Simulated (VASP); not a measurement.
# SiC (Moissanite 3C) (F-43m) in VASP: further runs

The runs below take SiC (Moissanite 3C) through G0W0 quasiparticle levels, evGW0 quasiparticle levels, with PBE.

Program: VASP 6.6.1. These are calculated values, not measurements. Logs are shortened: lines on timing, memory, paths and dates and some standing lists are left out, and cuts for length are marked.

**The experiment to reproduce.**

“Insight into the structural, elastic and electronic properties of a new orthorhombic 6O-SiC polytype”, 2020, pmc:7200658 quotes, for a bulk crystal of SiC: band gap 2.4 eV (indirect).

The runs below are set against these values where they give the same quantity.

## (1) Starting point

It takes space group F-43m (No. 216, cubic). Conventional cell: a = 4.358 Å, b = 4.358 Å, c = 4.358 Å, α = 90.00°, β = 90.00°, γ = 90.00°. Around Si (site symmetry -43m) lie 4 C at 1.89 Å. C (site symmetry -43m) is surrounded by 4 Si at 1.89 Å.

## (2) G0W0 quasiparticle levels, PBE

The input, POSCAR:

```
SiC                                     
1.0
    0.0000000000      2.1790000000      2.1790000000
    2.1790000000      0.0000000000      2.1790000000
    2.1790000000      2.1790000000      0.0000000000
  Si              C             
     1     1
Direct
     0.0000000000000000    0.0000000000000000    0.0000000000000000
     0.2500000000000000    0.2500000000000000    0.2500000000000000
```

The input, INCAR.step1:

```
SYSTEM = SiC
PREC = Accurate
ENCUT = 500
EDIFF = 1E-8
ISMEAR = 0
SIGMA = 0.01
LREAL = .FALSE.
LASPH = .TRUE.
NELM = 80
ALGO = Normal
LWAVE = .TRUE.
LCHARG = .FALSE.
GGA = PE
KPAR = 4
```

The input, INCAR.step2:

```
SYSTEM = SiC
PREC = Accurate
ENCUT = 500
EDIFF = 1E-8
ISMEAR = 0
SIGMA = 0.01
LREAL = .FALSE.
LASPH = .TRUE.
NELM = 1
ALGO = Exact
LWAVE = .TRUE.
LCHARG = .FALSE.
GGA = PE
KPAR = 4
NBANDS = 81
LOPTICS = .TRUE.
ISTART = 1
```

The input, INCAR.step3:

```
SYSTEM = SiC
PREC = Accurate
ENCUT = 500
EDIFF = 1E-8
ISMEAR = 0
SIGMA = 0.01
LREAL = .FALSE.
LASPH = .TRUE.
ALGO = EVGW0
LWAVE = .FALSE.
LCHARG = .FALSE.
GGA = PE
KPAR = 4
NELMGW = 1
NBANDS = 81
ENCUTGW = 150
NOMEGA = 48
PRECFOCK = Fast
ISTART = 1
NBANDSGW = 12
```

The input, KPOINTS:

```
Automatic mesh
0
G
  6 6 6
  0 0 0
```

Potentials or basis: VASP PAW PBE potentials, release 64 (Si_GW, C_GW).

Run with:

```sh
$ cat potpaw_PBE.64/Si_GW/POTCAR potpaw_PBE.64/C_GW/POTCAR > POTCAR
$ cp INCAR.step1 INCAR
$ mpirun -np 4 vasp_std > vasp.out
$ cp INCAR.step2 INCAR
$ mpirun -np 4 vasp_std > vasp.out
$ cp INCAR.step3 INCAR
$ mpirun -np 4 vasp_std > vasp.out
```

OUTCAR:

```text
SYSTEM = SiC
   PREC = Accurate
   ENCUT = 500
   EDIFF = 1E-8
   ISMEAR = 0
   LREAL = .FALSE.
   LASPH = .TRUE.
   GGA = PE
   NELMGW = 1
   ENCUTGW = 150
   PRECFOCK = Fast
   ISTART = 1

 ion  position               nearest neighbor table
   1  0.000  0.000  0.000-   2 1.89   2 1.89   2 1.89   2 1.89
   2  0.250  0.250  0.250-   1 1.89   1 1.89   1 1.89   1 1.89

  LATTYP: Found a face centered cubic cell.
 ALAT       =     4.3580000000

  Lattice vectors:

 A1 = (   0.0000000000,   2.1790000000,   2.1790000000)
 A2 = (   2.1790000000,   0.0000000000,   2.1790000000)
 A3 = (   2.1790000000,   2.1790000000,   0.0000000000)

Analysis of symmetry for initial positions (statically):
=====================================================================
 Subroutine PRICEL returns:
 Original cell was already a primitive cell.

 Routine SETGRP: Setting up the symmetry group for a
 face centered cubic supercell.

 Subroutine GETGRP returns: Found 24 space group operations
 (whereof 24 operations were pure point group operations)
 out of a pool of 48 trial point group operations.

The static configuration has the point symmetry T_d .

Analysis of symmetry for dynamics (positions and initial velocities):
=====================================================================
 Subroutine PRICEL returns:
 Original cell was already a primitive cell.

 Routine SETGRP: Setting up the symmetry group for a
 face centered cubic supercell.

 Subroutine GETGRP returns: Found 24 space group operations
 (whereof 24 operations were pure point group operations)
 out of a pool of 48 trial point group operations.

The dynamic configuration has the point symmetry T_d .

 Subroutine INISYM returns: Found 24 space group operations
 (whereof 24 operations are pure point group operations),
 and found     1 'primitive' translations

----------------------------------------------------------------------------------------

                                     Primitive cell

  volume of cell :      20.6920

  direct lattice vectors                    reciprocal lattice vectors
     0.000000000  2.179000000  2.179000000    -0.229463056  0.229463056  0.229463056
     2.179000000  0.000000000  2.179000000     0.229463056 -0.229463056  0.229463056
     2.179000000  2.179000000  0.000000000     0.229463056  0.229463056 -0.229463056

  length of vectors
     3.081571352  3.081571352  3.081571352     0.397441672  0.397441672  0.397441672

  position of ions in fractional coordinates (direct lattice)
     0.000000000  0.000000000  0.000000000
     0.250000000  0.250000000  0.250000000

  ion indices of the primitive-cell ions
   primitive index   ion index
                 1           1
                 2           2

----------------------------------------------------------------------------------------

 KPOINTS: Automatic mesh

Automatic generation of k-mesh.
 Grid dimensions read from file:
 generate k-points for:    6    6    6

 Generating k-lattice:

  Cartesian coordinates                     Fractional coordinates (reciprocal lattice)
    -0.038243843  0.038243843  0.038243843     0.166666667  0.000000000  0.000000000
     0.038243843 -0.038243843  0.038243843     0.000000000  0.166666667  0.000000000
     0.038243843  0.038243843 -0.038243843     0.000000000  0.000000000  0.166666667

  Length of vectors
     0.066240279  0.066240279  0.066240279

  Shift w.r.t. Gamma in fractional coordinates (k-lattice)
     0.000000000  0.000000000  0.000000000

 Subroutine IBZKPT returns following result:
 ===========================================

 Found     16 irreducible k-points:

 Following reciprocal coordinates:
            Coordinates               Weight
  0.000000  0.000000  0.000000      1.000000
  0.166667  0.000000  0.000000      8.000000
  0.333333  0.000000  0.000000      8.000000
  0.500000  0.000000  0.000000      4.000000
  0.166667  0.166667  0.000000      6.000000
  0.333333  0.166667  0.000000     24.000000
[... 8 lines left out ...]
 -0.333333  0.333333  0.166667     24.000000
 -0.333333  0.500000  0.166667     12.000000
   k-points           NKPTS =     16   k-points in BZ     NKDIM =    216   number of bands    NBANDS=     81
   number of dos      NEDOS =    301   number of ions     NIONS =      2
   total plane-waves  NPLWV =  13824
   dimension x,y,z NGX =    24 NGY =   24 NGZ =   24
   dimension x,y,z NGXF=    48 NGYF=   48 NGZF=   48
   ions per type =               1   1
   NGX,Y,Z   is equivalent  to a cutoff of  12.95, 12.95, 12.95 a.u.
   NGXF,Y,Z  is equivalent  to a cutoff of  25.90, 25.90, 25.90 a.u.
 SYSTEM =  SiC
   PREC   = accura    normal or accurate (medium, high low for compatibility)
   ISTART =      1    job   : 0-new  1-cont  2-samecut
   ICHARG =      0    charge: 1-file 2-atom 10-const
   ISPIN  =      1    spin polarized calculation?
   LNONCOLLINEAR =      F non collinear calculations
   LSORBIT =      F    spin-orbit coupling
   LASPH  =      T    aspherical Exc in radial PAW
   ENCUT  =  500.0 eV  36.75 Ry    6.06 a.u.   5.62  5.62  5.62*2*pi/ulx,y,z
   NELM   =     60;   NELMIN=  2; NELMDL=  0     # of ELM steps
   EDIFF  = 0.1E-07   stopping-criterion for ELM
   LREAL  =      F    real-space projection
   EDIFFG = 0.1E-06   stopping-criterion for IOM
   NSW    =      0    number of steps for IOM
   IBRION =     -1    ionic relax: 0-MD 1-quasi-New 2-CG
   NFREE  =      0    steps in history (QN), initial steepest desc. (CG)
   ISIF   =      0    stress and relaxation
   ISYM   =      3    0-nonsym 1-usesym 2-fastsym
   POTIM  = 0.5000    time-step for ionic-motion
   TEBEG  =    0.0;   TEEND  =   0.0 temperature during run
   PSTRESS=    0.0 pullay stress
   NELECT =       8.0000    total number of electrons
   NUPDOWN=      -1.0000    fix difference up-down
   EMIN   =  10.00;   EMAX   =-10.00  energy-range for DOS
   EFERMI =   0.00;   METHOD = LEGACY
   ISMEAR =     0;   SIGMA  =   0.01  broadening in eV -4-tet -1-fermi 0-gaus
   EFERMI_NEDOS =   21; number of points for ismear=-14 and -15
   IALGO  =     38    algorithm
   IMIX   =      4    mixing-type and parameters
     AMIX     =   0.40;   BMIX     =  1.00
     AMIX_MAG =   1.60;   BMIX_MAG =  1.00
  volume/ion in A,a.u.               =      10.35        69.82
  Fermi-wavevector in a.u.,A,eV,Ry     =   1.192626  2.253736 19.352338  1.422357
  Thomas-Fermi vector in A             =   2.328660
   LORBIT       =      0    0 simple, 1 ext, 2 COOP (PROOUT), +10 PAW based schemes
   GGA     = PE    functional components
   LHFCALC =     T    Hartree Fock is set to
   PRECFOCK=fast      Normal, Fast or Accurate (Low or Medium for compatibility)
   ENCUT4O =  -1.0   cutoff for four orbital integrals eV
   NKREDX  =     1    reduce k-point grid by
   NKREDY  =     1    reduce k-point grid by
   NKREDZ  =     1    reduce k-point grid by
   AEXX    =    1.0000 exact exchange contribution
   HFSCREEN=    0.0000 screening length (either q_TF or 0.3 A-1)
   HFSCREENC=   0.0000 screening length for correlation (either q_TF or 0.3 A-1)
   ENCUTFOCK=  -1.0 apply spherical cutoff to Coloumb kernel
   IVDW    =     0    specifies the selected vdW correction
   LEPSILON=     F    determine dielectric tensor
   LRPA    =     F    only Hartree local field effects (RPA)
   LRPAFORCE           =     F    calculate RPA forces
   ENCUTGW             = 150.0    cutoff for response function in eV
   ENCUTGWSOFT         = 120.0    soft cutoff for Coulomb kernel in GW response function in eV
   ENCUTLF             =  -1.0    cutoff for local field effects
   NELMGW              =     1    number of iterations in solving QP/BSE equation
   NELMHF              =     1    number of iterations in the inner HF iteration
   NKREDLFX            =     1    NKREDLFY  =   1   NKREDLFZ  =   1
 non-spin polarized calculation
 Gauss-broadening in eV      SIGMA  =   0.01
  energy-cutoff  :      500.00
  volume of cell :       20.69
 maximum number of plane-waves:       544
 NGX is ok and might be reduce to    24
  NGX = 14; NGY = 14; NGZ = 14
   NGX = 11   NGY = 11   NGZ = 11
 maximum number of plane-waves:        92
 NGX is ok and might be reduce to    14

 QP shifts <psi_nk| G(iteration)W_0 |psi_nk>: iteration 1
 for sc-GW calculations column KS-energies equals QP-energies in previous step
 and V_xc(KS)=  KS-energies - (<T + V_ion + V_H > + <T+V_H+V_ion>^1  + <V_x>^1)

 k-point   1 :       0.0000    0.0000    0.0000
  band No.  KS-energies  QP-energies   sigma(KS)   V_xc(KS)     V^pw_x(r,r')   Z            occupation Imag(sigma)

      1      -7.6346      -8.7250     -14.2503     -12.7375     -21.6934       0.7208       2.0000       1.4066
      2       7.7756       7.1948     -15.5433     -14.8047     -17.4257       0.7863       2.0000       0.0944
      3       7.7756       7.1948     -15.5433     -14.8047     -17.4257       0.7863       2.0000       0.0944
      4       7.7756       7.1948     -15.5433     -14.8047     -17.4257       0.7863       2.0000       0.0944
      5      14.0031      14.5394     -12.4901     -13.1793      -7.3923       0.7781       0.0000      -0.1006
      6      15.0729      15.6520     -10.8132     -11.5447      -5.7574       0.7916       0.0000      -0.0982
      7      15.0729      15.6520     -10.8132     -11.5447      -5.7574       0.7916       0.0000      -0.0982
      8      15.0729      15.6520     -10.8132     -11.5447      -5.7574       0.7916       0.0000      -0.0982
      9      22.2642      22.9264     -10.5831     -11.4273      -4.5090       0.7844       0.0000      -0.2878
     10      22.2642      22.9264     -10.5831     -11.4273      -4.5090       0.7844       0.0000      -0.2878
     11      24.2332      24.5082      -9.4374      -9.7915      -2.9121       0.7767       0.0000      -0.4460
     12      25.0359      25.3408      -9.8732     -10.2687      -2.9591       0.7712       0.0000      -0.7481

 k-point   2 :       0.1667    0.0000    0.0000
  band No.  KS-energies  QP-energies   sigma(KS)   V_xc(KS)     V^pw_x(r,r')   Z            occupation Imag(sigma)
[... 225 lines left out ...]
      1      -2.4472      -3.3686     -15.7261     -14.4514     -21.9164       0.7229       2.0000       0.6932
      2       0.4814      -0.4416     -13.9129     -12.6633     -18.0519       0.7386       2.0000       0.3104
      3       3.2649       2.3813     -14.0281     -12.8638     -17.0642       0.7590       2.0000       0.1477
      4       3.3887       2.5313     -13.6151     -12.4932     -16.3936       0.7642       2.0000       0.1327
      5      11.7645      12.1522     -11.2299     -11.7151      -6.8985       0.7991       0.0000      -0.0715
      6      14.8606      15.4206     -11.0038     -11.7058      -6.0831       0.7976       0.0000      -0.0908
      7      18.5978      19.1926     -11.2167     -11.9962      -4.9191       0.7631       0.0000      -0.2435
      8      19.9796      20.7394     -11.9635     -12.9566      -5.7158       0.7652       0.0000      -0.2445
      9      21.9417      22.6597     -11.9561     -12.9269      -4.6019       0.7397       0.0000      -0.4505
     10      25.4662      26.0529     -11.0580     -11.8277      -3.7829       0.7623       0.0000      -0.6367
     11      28.9010      29.8079     -12.0328     -13.2296      -4.4952       0.7578       0.0000      -0.8426
     12      31.8560      32.4842     -11.7116     -12.5295      -4.0098       0.7682       0.0000      -1.2257
```

It took 32 s on 4 MPI ranks of Intel Xeon 6975P-C (Granite Rapids), shared host; peak memory 0.35 GiB.

What came out:

- Band gap on the k mesh, mean-field level: 1.35 eV, indirect (least direct gap 4.54 eV)
- Quasiparticle gap: 2.15 eV
- Least direct quasiparticle gap: 5.59 eV

Levels at points of the mesh, in eV from the valence-band top:
```csv
k point,band 2,band 3,band 4,band 5,band 6,band 7
"(0.00, 0.00, 0.00)",0.00,0.00,0.00,6.23,7.30,7.30
"(0.50, 0.00, 0.00)",-8.54,-1.05,-1.05,5.42,7.22,7.22
"(0.50, 0.50, 0.00)",-7.80,-3.19,-3.19,1.35,4.31,14.02
```

Caveat: bands, screening cutoff and mesh are small and nothing is extrapolated, so the quasiparticle values aren't converged.

## (3) EvGW0 quasiparticle levels, PBE

POSCAR is that of step 2.

INCAR.step1 is that of step 2.

INCAR.step2 is that of step 2.

INCAR.step3, as its differences from that of step 2:

```diff
@@ -13,3 +13,3 @@
 KPAR = 4
-NELMGW = 1
+NELMGW = 4
 NBANDS = 81
```

KPOINTS is that of step 2.

Potentials or basis: VASP PAW PBE potentials, release 64 (Si_GW, C_GW).

Run with:

```sh
$ cat potpaw_PBE.64/Si_GW/POTCAR potpaw_PBE.64/C_GW/POTCAR > POTCAR
$ cp INCAR.step1 INCAR
$ mpirun -np 4 vasp_std > vasp.out
$ cp INCAR.step2 INCAR
$ mpirun -np 4 vasp_std > vasp.out
$ cp INCAR.step3 INCAR
$ mpirun -np 4 vasp_std > vasp.out
```

OUTCAR:

```text
SYSTEM = SiC
   PREC = Accurate
   ENCUT = 500
   EDIFF = 1E-8
   ISMEAR = 0
   LREAL = .FALSE.
   LASPH = .TRUE.
   GGA = PE
   NELMGW = 4
   ENCUTGW = 150
   PRECFOCK = Fast
   ISTART = 1

 ion  position               nearest neighbor table
   1  0.000  0.000  0.000-   2 1.89   2 1.89   2 1.89   2 1.89
   2  0.250  0.250  0.250-   1 1.89   1 1.89   1 1.89   1 1.89

  LATTYP: Found a face centered cubic cell.
 ALAT       =     4.3580000000

  Lattice vectors:

 A1 = (   0.0000000000,   2.1790000000,   2.1790000000)
 A2 = (   2.1790000000,   0.0000000000,   2.1790000000)
 A3 = (   2.1790000000,   2.1790000000,   0.0000000000)

Analysis of symmetry for initial positions (statically):
[... 159 lines left out ...]
   NELMGW              =     4    number of iterations in solving QP/BSE equation
   NELMHF              =     1    number of iterations in the inner HF iteration
   NKREDLFX            =     1    NKREDLFY  =   1   NKREDLFZ  =   1
 non-spin polarized calculation
 Gauss-broadening in eV      SIGMA  =   0.01
  energy-cutoff  :      500.00
  volume of cell :       20.69
 maximum number of plane-waves:       544
 NGX is ok and might be reduce to    24
  NGX = 14; NGY = 14; NGZ = 14
   NGX = 11   NGY = 11   NGZ = 11
 maximum number of plane-waves:        92
 NGX is ok and might be reduce to    14

 QP shifts <psi_nk| G(iteration)W_0 |psi_nk>: iteration 1
 for sc-GW calculations column KS-energies equals QP-energies in previous step
 and V_xc(KS)=  KS-energies - (<T + V_ion + V_H > + <T+V_H+V_ion>^1  + <V_x>^1)

 k-point   1 :       0.0000    0.0000    0.0000
  band No.  KS-energies  QP-energies   sigma(KS)   V_xc(KS)     V^pw_x(r,r')   Z            occupation Imag(sigma)

      1      -7.6346      -8.7250     -14.2503     -12.7375     -21.6934       0.7208       2.0000       1.4066
      2       7.7756       7.1948     -15.5433     -14.8047     -17.4257       0.7863       2.0000       0.0944
      3       7.7756       7.1948     -15.5433     -14.8047     -17.4257       0.7863       2.0000       0.0944
      4       7.7756       7.1948     -15.5433     -14.8047     -17.4257       0.7863       2.0000       0.0944
      5      14.0031      14.5394     -12.4901     -13.1793      -7.3923       0.7781       0.0000      -0.1006
      6      15.0729      15.6520     -10.8132     -11.5447      -5.7574       0.7916       0.0000      -0.0982
      7      15.0729      15.6520     -10.8132     -11.5447      -5.7574       0.7916       0.0000      -0.0982
      8      15.0729      15.6520     -10.8132     -11.5447      -5.7574       0.7916       0.0000      -0.0982
      9      22.2642      22.9264     -10.5831     -11.4273      -4.5090       0.7844       0.0000      -0.2878
     10      22.2642      22.9264     -10.5831     -11.4273      -4.5090       0.7844       0.0000      -0.2878
     11      24.2332      24.5082      -9.4374      -9.7915      -2.9121       0.7767       0.0000      -0.4460
     12      25.0359      25.3408      -9.8732     -10.2687      -2.9591       0.7712       0.0000      -0.7481
[... 1002 lines left out ...]
      1      -3.6429      -3.6531     -15.6612      12.0042     -21.9164       0.7250       2.0000       0.7320
      2      -0.6692      -0.6766     -13.8239      13.1448     -18.0519       0.7400       2.0000       0.3336
      3       2.1962       2.1908     -13.9397      16.1287     -17.0642       0.7598       2.0000       0.1579
      4       2.3561       2.3510     -13.5325      15.8818     -16.3936       0.7647       2.0000       0.1415
      5      12.2034      12.2039     -11.2755      23.4796      -6.8985       0.8017       0.0000      -0.0740
      6      15.5077      15.5092     -11.0569      26.5665      -6.0831       0.7992       0.0000      -0.0951
      7      19.3192      19.3219     -11.2712      30.5940      -4.9191       0.7636       0.0000      -0.2564
      8      20.8758      20.8786     -12.0566      32.9361      -5.7158       0.7641       0.0000      -0.2632
      9      22.8196      22.8233     -12.0439      34.8685      -4.6019       0.7406       0.0000      -0.4804
     10      26.1847      26.1879     -11.1050      37.2939      -3.7829       0.7617       0.0000      -0.6432
     11      29.9431      29.9458     -12.1839      42.1306      -4.4952       0.7492       0.0000      -0.8937
     12      32.5750      32.5768     -11.8082      44.3855      -4.0098       0.7669       0.0000      -1.2468
```

It took 1.7 min on 4 MPI ranks of Intel Xeon 6975P-C (Granite Rapids), shared host; peak memory 0.35 GiB.

Results:

| Quantity | Value |
| --- | --- |
| Band gap on the k mesh, mean-field level | 1.35 eV, indirect (least direct gap 4.54 eV) |
| Quasiparticle gap | 2.30 eV |
| Least direct quasiparticle gap | 5.79 eV |

Quasiparticle gap after each update of the energies (eV): 2.15, 2.28, 2.29, 2.30

Caveat: bands, screening cutoff and mesh are small and nothing is extrapolated, so the quasiparticle values aren't converged.

## (4) How close it comes

Step 2. A measured gap of SiC is 2.4 eV (indirect; quoted in “Insight into the structural, elastic and electronic properties of a new orthorhombic 6O-SiC polytype”, 2020, pmc:7200658); the calculated 2.15 eV misses it by -0.25 eV. The value is that of G0W0 on PBE, without temperature or zero-point motion.

Step 3. A measured gap of SiC is 2.4 eV (indirect; quoted in “Insight into the structural, elastic and electronic properties of a new orthorhombic 6O-SiC polytype”, 2020, pmc:7200658); the calculated 2.30 eV misses it by -0.10 eV. The value is that of GW on PBE, without temperature or zero-point motion.
